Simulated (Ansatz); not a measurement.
**rocksalt-structured PbSe**

Computed with Ansatz (plane waves, PAW, 420 eV cutoff): PBEsol, scalar-relativistic, no spin polarisation, Γ-centred 10×10×10 mesh, 0.05 eV Gaussian smearing. The datasets are Ansatz's generated set soft_2.

```
CELL_PARAMETERS angstrom
0.00000 3.05147 3.05147
3.05147 0.00000 3.05147
3.05147 3.05147 0.00000
ATOMIC_POSITIONS crystal
Pb 0.50000 0.50000 0.50000
Se 0.00000 0.00000 0.00000
```

The start was a prototype's sites filled with these elements; the Crystallography Open Database holds the compound in this structure.

Cell and atoms are those of this level's equilibrium.

Elastic constants come from the stress of slightly strained cells with relaxed atoms, in GPa, Voigt order xx, yy, zz, yz, xz, xy in the Cartesian frame of the vectors above.

```
137.9  11.6  11.6   0.0   0.0   0.0
 11.6 137.9  11.6   0.0   0.0   0.0
 11.6  11.6 137.9   0.0   0.0   0.0
  0.0   0.0   0.0  17.4   0.0   0.0
  0.0   0.0   0.0   0.0  17.4   0.0
  0.0   0.0   0.0   0.0   0.0  17.4
```

Problem. Work out the Voigt, Reuss and Hill moduli.

Solution. Voigt: K = (C11 + C22 + C33 + 2(C12 + C13 + C23))/9 = 54 GPa, G = (C11 + C22 + C33 − C12 − C13 − C23 + 3(C44 + C55 + C66))/15 = 36 GPa. Reuss, from the compliances S = C⁻¹: K = 54 GPa, G = 24 GPa. Hill means: K = 54 GPa, G = 30 GPa.

Problem. And Young's modulus, Poisson's ratio, Pugh's ratio and the anisotropy?

Solution. E = 9KG/(3K + G) = 76 GPa, ν = (3K − 2G)/(6K + 2G) = 0.26, K/G = 1.78 (over the 1.75 that Pugh's rule, made for metals, takes as the line between brittle and ductile), universal anisotropy index 5G_V/G_R + K_V/K_R − 6 = 2.3. The eigenvalues of C are 17.4, 17.4, 17.4, 126, 126, 161 GPa, all positive.

Problem. What sound velocities and Debye temperature follow for a polycrystal?

Solution. With a density of 8.362 g/cm³ (mean mass 143.1 u, 28.41 Å³/atom), K = 53.7 and G = 30.1 GPa from the unrounded constants, v_l = √((K + 4G/3)/ρ) = 3350 m/s and v_t = √(G/ρ) = 1900 m/s. The mean [(1/v_l³ + 2/v_t³)/3]^(−1/3) is 2110 m/s, and θ_D = (ħ/k_B)(6π²/V)^(1/3) v_m ≈ 210 K, with V the volume an atom. This is the low-temperature, elastic estimate.

For a cubic crystal three numbers say it all: C11 = 137.9, C12 = 11.6, C44 = 17.4 GPa. K = (C11 + 2C12)/3 = 53.7 GPa. The two shear moduli are C44 and C′ = (C11 − C12)/2 = 63.2 GPa, so Zener's ratio C44/C′ is 0.28: the crystal is stiffest along ⟨100⟩ and softest along ⟨111⟩. The Cauchy pressure C12 − C44 is -5.8 GPa; pair forces would make it zero if every atom sat on a centre of inversion, as here.

The equation of state, an independent route, gives B0 = 54 GPa, against 54 GPa here.

Scalar-relativistic only: spin–orbit splittings of the heavy atoms' levels are missing.

The strong anisotropy follows from the rocksalt bond network. Pb–Se contacts run along ⟨100⟩, where Pb 6p and Se 4p orbitals overlap in σ fashion, so axial strain and the tetragonal shear C′ stretch or compress bonds directly. The C44 shear changes only the angles between them to first order, and is resisted mainly by weaker angular, longer-range Coulomb and second-neighbour forces; hence 17.4 against 63.2 GPa. The negative Cauchy pressure shows that central pair forces alone don't suffice, probably because the charge around the ions responds to strain.

Pugh's ratio supports no verdict on ductility: the Voigt and Reuss shear moduli put it on opposite sides of the line, and PbSe is known to cleave readily on {100}. The low Debye temperature reflects heavy atoms together with soft shear. It fits the poor lattice heat conduction known for this compound, but doesn't establish it, since that also depends on anharmonic phonon scattering, which second-order elastic constants don't contain.
